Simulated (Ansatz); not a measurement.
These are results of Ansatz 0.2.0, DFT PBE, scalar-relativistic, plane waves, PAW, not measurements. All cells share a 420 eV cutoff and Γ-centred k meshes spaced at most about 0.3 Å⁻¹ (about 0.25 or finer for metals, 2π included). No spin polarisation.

The zero of energy is the elements' standard structures at the same level; no fitted shifts are applied.

Temperature and zero-point effects are left out. Only the structures computed here compete, so a lower one can exist. Spin–orbit coupling, which can matter for Hf, is left out.

A search for Hf₄Si gave 6 distinct relaxed structures. Coordination counts Hf atoms around Si (those within 1.25 times the shortest such distance or 1.15 times the sum of covalent radii, 1.27 where that leaves under three; a plus sign parts nearer from farther groups). Cells relaxed within their symmetry can be saddle points.

Q: What is the best candidate for Hf₄Si?

A: The one with space group P4/nbm (No. 125), reached from: a cell proposed by chemical analogy. It has a = 6.251 Å, c = 5.522 Å, 21.6 Å³/atom, no gap on the mesh. Around Hf lie 2 Si at 2.73 Å, 1 Hf at 2.86 Å and 10 Hf at 3.15–3.45 Å; Si has 8 Hf at 2.73 Å. Its energy over the elements is −0.22 eV/atom. It lies below the elements, which doesn't yet make it stable against other compounds or structures. An observed structure of this formula, if there is one, may be missing.

```cif
data_structure
_symmetry_space_group_name_H-M 'P 1'
_symmetry_Int_Tables_number 1
_cell_length_a 6.2510
_cell_length_b 6.2510
_cell_length_c 5.5219
_cell_angle_alpha 90.000
_cell_angle_beta 90.000
_cell_angle_gamma 90.000
_cell_volume 215.77
loop_
_atom_site_label
_atom_site_type_symbol
_atom_site_fract_x
_atom_site_fract_y
_atom_site_fract_z
_atom_site_occupancy
Hf1 Hf 0.66199 0.16199 0.74760 1
Hf2 Hf 0.83801 0.66199 0.74760 1
Hf3 Hf 0.33801 0.16199 0.25240 1
Hf4 Hf 0.66199 0.83801 0.25240 1
Hf5 Hf 0.16199 0.33801 0.74760 1
Hf6 Hf 0.83801 0.33801 0.25240 1
Hf7 Hf 0.16199 0.66199 0.25240 1
Hf8 Hf 0.33801 0.83801 0.74760 1
Si1 Si 0.50000 0.50000 0.00000 1
Si2 Si 0.00000 0.00000 0.00000 1
```

Q: How much higher is the I4/m structure with 20.4 Å³/atom and coordination Si 12 (reached from: a cell proposed by chemical analogy)?

A: 72 meV/atom. It has no gap on its mesh.

Q: How much higher is the I4/mmm structure with 20.4 Å³/atom and coordination Si 8+2 (reached from: a cell proposed by chemical analogy)?

A: 18 meV/atom. It has no gap on its mesh.
